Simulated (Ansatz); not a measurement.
Runs of Ansatz 0.2.0 on Eu. The structure is cubic, space group Im-3m (No. 229). The conventional cell has a = 4.606 Å, b = 4.606 Å, c = 4.606 Å, α = 90.00°, β = 90.00°, γ = 90.00°. Eu (site symmetry m-3m) has 8 Eu at 3.99 Å as nearest neighbours. 

```tsv
task	level	potentials or basis	spin	U	cell	k mesh	cutoff (eV)	smearing	double counting	hubbard projectors	other keys	gap on the mesh (eV)	pressure (GPa)	moment (μB)
single point	PBE0	Ansatz PAW	collinear, random start	-	as given	6 × 6 × 6	420	gaussian 0.025 eV	-	-	-	none	(b)	7.53
projected density of states	r2SCAN+D4+U	Ansatz PAW	collinear, ferromagnetic start	Eu f U = 7 eV	as given	8 × 8 × 8	500	tetrahedron	amf	ortho-atomic (the default)	-	none	-0.6	(c)
relaxation of cell and atoms	PBE+U	SSSP efficiency PAW	collinear, ferromagnetic start	Eu f U = 4 eV	relaxed	8 × 8 × 8	544	methfessel-paxton 0.1 eV	fll	all-electron-atomic	-	-	0.0	7.23
electric field gradients	PBE+U	Ansatz PAW earlier set	collinear, ferromagnetic start	Eu f U = 4.0 eV	volume scaled by 1.25	8 × 8 × 8	660	gaussian 0.05 eV	fll (the default)	ortho-atomic (the default)	scf.n_extra_bands = 16	none	-2.2	7.44
single point	PBE+D3(BJ)-ATM	PseudoDojo 3+ lanthanides	collinear, ferromagnetic start	-	as given	8 × 8 × 8	680	fermi-dirac 0.1 eV	-	-	-	none	(a)	0.00
```

Q: Fill in the values left out.

A: (a) -8.1; (b) 0.1; (c) 1.07.

Caveats: spin-orbit coupling is left out, which moves the levels of the heavy elements; the magnetic or orbital state may not be the lowest (some runs); the PAW data sets come from PBE, with cores solved anew for the run's functional, which leaves a small shift of forces and pressure (some runs); pairwise dispersion overbinds metals, which lowers pressure and volume (some runs); the thresholds are loose for stress (some runs); with tetrahedron occupations forces and stress needn't match the slope of the energy (some runs); the plane-wave basis is chosen anew once the cell has moved, so the energies of steps on either side of that aren't comparable (some runs).

A k mesh can miss the band edges, and the runs leave out spin-orbit coupling on Eu.

A gap of «none» marks a metal or a gap under the smearing width.

The runs don't all hold the same shells in valence.
